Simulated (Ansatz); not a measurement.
Ge: equation of state with RPBE

Crystal: Ge.

```
CELL_PARAMETERS angstrom
0.00000 2.82891 2.82891
2.82891 0.00000 2.82891
2.82891 2.82891 0.00000
ATOMIC_POSITIONS crystal
Ge 0.75000 0.75000 0.75000
Ge 0.50000 0.50000 0.50000
```

| Quantity | Value |
| --- | --- |
| Program | Ansatz 0.2.0 |
| Task | equation of state |
| Functional | RPBE |
| Potentials or basis | Ansatz PAW |
| Cutoff | 420 eV |
| Density cutoff | 1680 eV |
| k mesh | 8 × 8 × 8 |
| Occupations | fermi-dirac, width 0.05 eV |
| Spin | no spin polarisation |

| Property | Result |
| --- | --- |
| Equilibrium volume | 24.64 Å³/atom (rough: see the caveat) |
| Bulk modulus | 52 GPa (rough) |

Energy against volume, from the lowest point:
```tsv
volume (Å³/atom)	energy (meV/atom)
21.281	96.79
21.733	68.57
22.186	45.95
22.639	28.32
23.092	15.05
23.545	5.73
23.997	0.00
```

All runs of the series together: 21 s on 2 threads of Intel(R) Xeon(R) Processor @ 2.50GHz (Skylake/Cascade Lake), on a shared host.

Caveat: the potentials were made for another functional, which shifts forces and pressure; the minimum lies outside the volumes run.
